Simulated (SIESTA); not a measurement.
La2O3 under changes of volume

One of the cells (23.124 Å³/atom); the others are scaled copies at fixed shape and fractional positions:

```
La O
1.0
     6.37027    0.00000    0.00000
    -3.18514    5.51682    0.00000
     0.00000    0.00000    3.28989
La O
2 3
Direct
  0.66667 0.33333 0.49810
  0.33333 0.66667 0.50190
  0.50461 0.00000 0.00000
  0.00000 0.50461 0.00000
  0.49539 0.49539 0.00000
```

The cell comes from a database or a generator and needn't be the stable form of this composition.

```yaml
Program: SIESTA 5.4.2
Functional: PBEsol
Potentials_or_basis: PseudoDojo 0.4 standard (PBEsol files)
Basis: DZP (energy shift 0.003 Ry; two zetas on semicore shells)
Grid_cutoff: 800 Ry
Energy_shift: 0.003 Ry
k_mesh: 4 × 4 × 6
Occupations: fermi-dirac, width 0.05 eV
Spin: no spin polarisation
```

```tsv
volume (Å³/atom)	energy over the lowest point (meV/atom)	pressure (GPa)	gap on the mesh (eV)	largest force (eV/Å)
21.736	49.81	9.4	0.98	0.044
22.199	26.75	6.6	1.10	0.044
22.661	11.29	4.1	1.21	0.039
23.124	?	?	?	?
23.586	0.00	0.0	1.34	0.036
24.049	2.82	-1.9	1.34	0.041
24.511	10.61	-3.5	1.34	0.046
```

Question: What does the run at 23.124 Å³/atom give?

Answer: Energy over the lowest point 2.66 meV/atom; pressure 1.9 GPa; gap on the mesh 1.31 eV; largest force 0.030 eV/Å.

Worked out: A Birch-Murnaghan fit of order 3 (a polynomial in V^(-2/3)) to the other rows has its minimum at 23.57 Å³/atom with B0 = V·E''(V) = 97 GPa and B' = 4.5 at fixed shape and positions, which overstates the stiffness. It gives 2.59 meV/atom at 23.124 Å³/atom, against the run's 2.66, and -dE/dV = 1.9 GPa, against 1.9. A parabola through the other rows of the gap, of slope 2.92 eV per unit of ln V there, gives 1.28 eV, against the run's 1.31. The fit is too stiff a form for this range.

Energies are extrapolated to zero smearing.

Caveats: spin-orbit coupling is left out, which moves the levels of the heavy elements; the basis of atomic orbitals isn't converged, which shifts pressures, moduli and gaps.

A mesh can miss the band edges.
